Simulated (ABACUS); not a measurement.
A run of ABACUS 3.10.1 is set up as follows.

Contents of INPUT:

```
INPUT_PARAMETERS
suffix              ZnS
calculation         nscf
basis_type          pw
pseudo_dir          ./
symmetry            -1
dft_functional      LDA_X+LDA_C_PW
ecutwfc             40.0
pseudo_rcut         10
nspin               1
nbands              23
ks_solver           dav
smearing_method     fd
smearing_sigma      0.00367493
scf_thr             1e-08
scf_nmax            100
mixing_type         broyden
mixing_beta         0.7
ecutrho             320.0
init_chg            file
pw_diag_thr         1e-07
out_band            1
kpar                4
```

Contents of STRU:

```
ATOMIC_SPECIES
Zn 65.3800 zn_lda_v1.uspp.F.UPF
S 32.0600 s_lda_v1.4.uspp.F.UPF

LATTICE_CONSTANT
1.8897261246

LATTICE_VECTORS
0.0000000000 2.7020000000 2.7020000000
2.7020000000 0.0000000000 2.7020000000
2.7020000000 2.7020000000 0.0000000000

ATOMIC_POSITIONS
Direct

Zn
0.0
1
0.7500000000 0.7500000000 0.7500000000 1 1 1

S
0.0
1
0.0000000000 0.0000000000 0.0000000000 1 1 1
```

KPT

```
K_POINTS
12
Line
0.00000000 0.00000000 0.00000000 10 // G
0.50000000 0.00000000 0.50000000 10 // X
0.50000000 0.25000000 0.75000000 10 // W
0.37500000 0.37500000 0.75000000 10 // K
0.00000000 0.00000000 0.00000000 10 // G
0.50000000 0.50000000 0.50000000 10 // L
0.62500000 0.25000000 0.62500000 10 // U
0.50000000 0.25000000 0.75000000 10 // W
0.50000000 0.50000000 0.50000000 10 // L
0.37500000 0.37500000 0.75000000 1 // K
0.62500000 0.25000000 0.62500000 10 // U
0.50000000 0.00000000 0.50000000 1 // X
```

Potentials or basis: GBRV ultrasoft 1.5 LDA, plane waves.

The run is started by

```bash
$ OMP_NUM_THREADS=1 mpirun -np 4 abacus > log
```

Q: What does it give for the band gap along the path?

A: 1.85 eV, direct.

Levels at the corners of the path, in eV from the Fermi level:
```
point  band 11  band 12  band 13  band 14  band 15  band 16
    Γ    -0.93    -0.93    -0.93     0.92     5.28     5.28
    X    -5.60    -3.19    -3.19     2.25     2.95     9.75
    W    -5.62    -3.74    -3.71     4.59     4.95     6.72
    K    -5.65    -4.11    -2.77     2.99     4.86     8.20
    Γ    -0.93    -0.93    -0.93     0.92     5.28     5.28
    L    -6.32    -1.81    -1.81     2.15     5.82     5.82
    U    -5.65    -4.11    -2.77     2.99     4.86     8.20
    W    -5.62    -3.74    -3.71     4.59     4.95     6.72
    L    -6.32    -1.81    -1.81     2.15     5.82     5.82
    K    -5.65    -4.11    -2.77     2.99     4.86     8.20
    U    -5.65    -4.11    -2.77     2.99     4.86     8.20
    X    -5.60    -3.19    -3.19     2.25     2.95     9.75
```

Caveat: the density is read from an earlier self-consistent run, whose mesh may be coarse.

**Experimental background.**

From “Electronic, vibrational, and thermodynamic properties of ZnS (zincblende and rocksalt structure)”, 2009, arxiv:0911.5022, for a bulk crystal of ZnS at 19 K: band gap 3.85 eV (direct).

Measured gap of ZnS: 3.85 eV (direct; 19 K; quoted in “Electronic, vibrational, and thermodynamic properties of ZnS (zincblende and rocksalt structure)”, 2009, arxiv:0911.5022). This calculation gives 1.85 eV (-2.00 eV). So large a miss can be the level of theory's own, or it may mean another phase, state or a wrong row. The value is that of LDA-PW92, without temperature or zero-point motion. Semilocal functionals fall short of measured gaps as a rule.
